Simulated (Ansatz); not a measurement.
BaS (zincblende) under strain

BaS (zincblende), relaxed with r2SCAN in Ansatz. It is cubic, F-43m (No. 216); conventional cell a = 7.039 Å, 43.59 Å³ an atom. Around Ba lie 4 S at 3.05 Å; around S lie 4 Ba at 3.05 Å.

The axes x, y and z are those of this cell:
```xyz
2
Lattice="0.0000 3.5194 3.5194 3.5194 0.0000 3.5194 3.5194 3.5194 0.0000" Properties=species:S:1:pos:R:3 pbc="T T T"
Ba    0.0000    0.0000    0.0000
S     1.7597    1.7597    1.7597
```

Unstrained: PBE gives an indirect gap of 2.747 eV, from W to Γ; the least direct gap is 3.419 eV at Γ. With r2SCAN the valence top lies at W and the conduction bottom at Γ, 3.068 eV higher; the smallest vertical gap, at W, is 3.698 eV. With HSE06 the valence top lies at W and the conduction bottom at Γ, 3.641 eV higher; the smallest vertical gap, at Γ, is 4.350 eV. Meshes: PBE 6×6×6, r2SCAN 6×6×6, HSE06 4×4×4. Strains are changes of length per length. After each strain the atoms were relaxed again with r2SCAN within the symmetry that the strain leaves, so tilts or polar shifts that break it weren't tested; points keep the names that they have in the unstrained zone. These are computed values for a spin-unpolarised cell that may be hypothetical; none is a measurement.

Changes of the least gap in eV (an overlap counts as a negative gap):

| strain | volume change (%) | space group | PBE | r2SCAN | HSE06 | G0W0@PBE (mesh) | energy rise, r2SCAN (meV/atom) |
| --- | --- | --- | --- | --- | --- | --- | --- |
| epitaxial -3.0 % in the xy plane, free normal strain +4.92 % | -1.3 | I-4m2 | -0.028 | -0.022 | -0.025 | -0.03 | 2.6 |
| epitaxial -0.5 % in the plane normal to [111], free normal strain +0.66 % | -0.3 | R3m | +0.004 | +0.005 | +0.005 | 0.00 | 0.2 |
| uniaxial -5.0 % along [111] | -5.0 | R3m | +0.058 | +0.060 | +0.068 | +0.03 | 12.4 |
| isotropic -1.0 % on every length | -3.0 | F-43m | +0.042 | +0.042 | +0.048 | +0.03 | 3.6 |
| uniaxial -0.5 % along z | -0.5 | I-4m2 | +0.003 | +0.003 | +0.004 | 0.00 | 0.1 |

Unstrained, G0W0@PBE with 363 empty bands, a screening cutoff of 150 eV and a 4×4×4 mesh gives 3.97 eV on its mesh; the band count follows the volume. G0W0 values are finite-basis, finite-mesh values.

Epitaxial -3.0 % in the xy plane, free normal strain +4.92 %. HSE06: the gap goes from 3.641 to 3.616 eV (-0.025 eV); the edges go from W → Γ to (0.339, -1/2, -0.161) → Γ. Stress change with r2SCAN, compression positive: xx +0.38, yy +0.38, zz +0.02 GPa.

Epitaxial -0.5 % in the plane normal to [111], free normal strain +0.66 %. HSE06: the gap goes from 3.641 to 3.646 eV (+0.005 eV). Stress change with r2SCAN, compression positive: xx +0.10, yy +0.10, zz +0.10, xy -0.06, xz -0.06, yz -0.06 GPa.

Uniaxial -5.0 % along [111], other directions held. HSE06: the gap goes from 3.641 to 3.709 eV (+0.068 eV); the edges go from W → Γ to (0.245, -1/2, -0.245) → Γ. Stress change with r2SCAN, compression positive: xx +1.54, yy +1.54, zz +1.54, xy +0.12, xz +0.12, yz +0.12 GPa.

Isotropic -1.0 % on every length. HSE06: the gap goes from 3.641 to 3.689 eV (+0.048 eV). Stress change with r2SCAN, compression positive: xx +0.93, yy +0.93, zz +0.93 GPa. For HSE06, dE_g/d ln V = -1.6 eV over this step.

Uniaxial -0.5 % along z, other directions held. HSE06: the gap goes from 3.641 to 3.645 eV (+0.004 eV). Stress change with r2SCAN, compression positive: xx +0.14, yy +0.14, zz +0.15 GPa.

Spin-orbit coupling is left out.

Where an edge lies off the special points, it is a point of the mesh or the k point where a search put PBE's edge or least direct gap, reused for the other functionals, whose own edges may lie a little apart.

Coordinates of k points refer to the reciprocal vectors of the primitive cell of the runs.

The meshes of the hybrids are coarse, so their gaps aren't converged to the digits shown.
